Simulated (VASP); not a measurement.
All values below come from PBE GGA, VASP's PBE PAW potentials (set 64) (plane waves; VASP).

Input for VASP

File POSCAR:
```
Li2O
1.0
  0.0000000000   2.3233710000   2.3506730000
  2.3453890000   0.0000000000   2.3506730000
  2.3453890000   2.3233710000   0.0000000000
Li O
2 1
Cart
  1.1726945000   1.1616855000   1.1753365000
  3.5180835000   3.4850565000   3.5260095000
  0.0347023756  -0.0000000000  -0.0000000000
```

**INCAR**
```
SYSTEM  =  Li2O
PREC  =  Accurate; ENCUT  =  520; LREAL  =  .FALSE.
LASPH  =  .TRUE.
EDIFF  =  1E-6; NELM  =  100; ALGO  =  Normal
IMIX  =  4; AMIX  =  0.05; BMIX  =  3.0
ISMEAR  =  0; SIGMA  =  0.05
GGA  =  PE
ISIF  =  2
LWAVE  =  .FALSE.; LCHARG  =  .FALSE.
```

**KPOINTS**
```
K-points
0
G
 7 7 7
```

POTCAR, in this order: Li_sv O (PBE.64 set). Program: vasp_std.

The resulting files:

OUTCAR:
```
 ion  position               nearest neighbor table
   1  0.250  0.250  0.250-   3 2.01   3 2.01   3 2.05   3 2.05   2 2.32   2 2.32   2 2.35   2 2.35
                             2 2.35   2 2.35
   2  0.750  0.750  0.750-   3 2.01   3 2.01   3 2.05   3 2.05   1 2.32   1 2.32   1 2.35   1 2.35
                             1 2.35   1 2.35
   3  0.993  0.007  0.007-   2 2.01   2 2.01   1 2.01   1 2.01   2 2.05   1 2.05   1 2.05   2 2.05
  LATTYP: Found a face centered orthorhombic cell.
 ALAT       =     4.6467420000
 B/A-ratio  =     1.0094767474
 C/A-ratio  =     1.0117510290
 Subroutine PRICEL returns:
 Original cell was already a primitive cell.
 Subroutine GETGRP returns: Found  4 space group operations
The static configuration has the point symmetry C_2v.
The dynamic configuration has the point symmetry C_2v.
 Subroutine INISYM returns: Found  4 space group operations
 Subroutine IBZKPT returns following result:
 Found     64 irreducible k-points:

 Following reciprocal coordinates:
            Coordinates               Weight
  0.000000  0.000000  0.000000      1.000000
  0.142857 -0.000000  0.000000      8.000000
  0.285714  0.000000  0.000000      8.000000
  0.428571  0.000000  0.000000      8.000000
  0.142857  0.142857  0.000000      2.000000
  0.285714  0.142857  0.000000      8.000000
  0.428571  0.142857 -0.000000      8.000000
 -0.428571  0.142857  0.000000      8.000000
 -0.285714  0.142857  0.000000      8.000000
 -0.142857  0.142857  0.000000      4.000000
  0.285714  0.285714  0.000000      2.000000
  0.428571  0.285714 -0.000000      8.000000
 -0.428571  0.285714  0.000000      8.000000
 -0.285714  0.285714 -0.000000      4.000000
  0.428571  0.428571  0.000000      2.000000
 -0.428571  0.428571  0.000000      4.000000
  0.142857  0.000000  0.142857      2.000000
  0.285714 -0.000000  0.142857      8.000000
  0.428571  0.000000  0.142857      8.000000
...
```

File OSZICAR:
```
       N       E                     dE             d eps       ncg     rms          rms(c)
DAV:   1     0.409881030904E+02    0.40988E+02   -0.61904E+03  1280   0.129E+03
DAV:   2    -0.111310681047E+02   -0.52119E+02   -0.49574E+02  1548   0.231E+02
DAV:   3    -0.160380856260E+02   -0.49070E+01   -0.48886E+01  2244   0.600E+01
DAV:   4    -0.161123403071E+02   -0.74255E-01   -0.74184E-01  1724   0.802E+00
DAV:   5    -0.161130369824E+02   -0.69668E-03   -0.69662E-03  1886   0.600E-01    0.747E+00
DAV:   6    -0.156102903425E+02    0.50275E+00   -0.19038E-01  1410   0.283E+00    0.627E+00
DAV:   7    -0.143534074313E+02    0.12569E+01   -0.64199E+00  1286   0.157E+01    0.235E+00
DAV:   8    -0.145215228259E+02   -0.16812E+00   -0.12099E+00  1286   0.719E+00    0.241E+00
DAV:   9    -0.143366514381E+02    0.18487E+00   -0.84668E-01  1360   0.557E+00    0.364E-01
DAV:  10    -0.143377727411E+02   -0.11213E-02   -0.27557E-02  1528   0.161E+00    0.209E-01
DAV:  11    -0.143405146765E+02   -0.27419E-02   -0.65597E-03  1468   0.514E-01    0.399E-01
DAV:  12    -0.143379322103E+02    0.25825E-02   -0.10829E-02  1336   0.683E-01    0.616E-02
DAV:  13    -0.143378975553E+02    0.34655E-04   -0.44209E-04  1558   0.185E-01    0.151E-02
DAV:  14    -0.143378995578E+02   -0.20025E-05   -0.21389E-05  1604   0.526E-02    0.137E-02
DAV:  15    -0.143378991487E+02    0.40906E-06   -0.67191E-06  1470   0.185E-02
   1 F= -.14337899E+02 E0= -.14337899E+02  d E =-.190082E-18
```

OUTCAR:
```
------------------------ aborting loop because EDIFF is reached ----------------------------------------
  FORCE on cell =-STRESS in cart. coord.  units (eV):
  Direction    XX          YY          ZZ          XY          YZ          ZX
  --------------------------------------------------------------------------------------
  Total       -0.4478769     -0.1756497     -0.5068601      0.0000000      0.0000000      0.0000000
  in kB      -28.0100301    -10.9850603    -31.6988133      0.0000000      0.0000000      0.0000000
  external PRESSURE =     -23.5646346 kB  Pullay stress =       0.0000000 kB
  volume of cell :       25.62
      direct lattice vectors                 reciprocal lattice vectors
     0.000000000  2.323371000  2.350673000    -0.213184252  0.215204545  0.212705042
     2.345389000  0.000000000  2.350673000     0.213184252 -0.215204545  0.212705042
     2.345389000  2.323371000  0.000000000     0.213184252  0.215204545 -0.212705042
 POSITION                                       TOTAL-FORCE (eV/Angst)
 -----------------------------------------------------------------------------------
      1.17269      1.16169      1.17534         0.076604     -0.000000     -0.000000
      3.51808      3.48506      3.52601         0.076604      0.000000      0.000000
      0.03470      2.32337      2.35067        -0.153208      0.000000      0.000000
 -----------------------------------------------------------------------------------
    total drift:                                0.001053     -0.000001     -0.000001
  FREE ENERGIE OF THE ION-ELECTRON SYSTEM (eV)
  ---------------------------------------------------
  free  energy   TOTEN  =       -14.3378991487 eV

  energy  without entropy=      -14.3378991487  energy(sigma->0) =      -14.33789915
```
(Selected blocks of OUTCAR.)

The compound is Li2O in the antifluorite structure. The cell was not relaxed at this level, atoms are displaced from their ideal sites. The run is one of a series of settings (AMIX = 0.05, BMIX = 3.0, IMIX = 4 against the base run), some of them coarse on purpose.
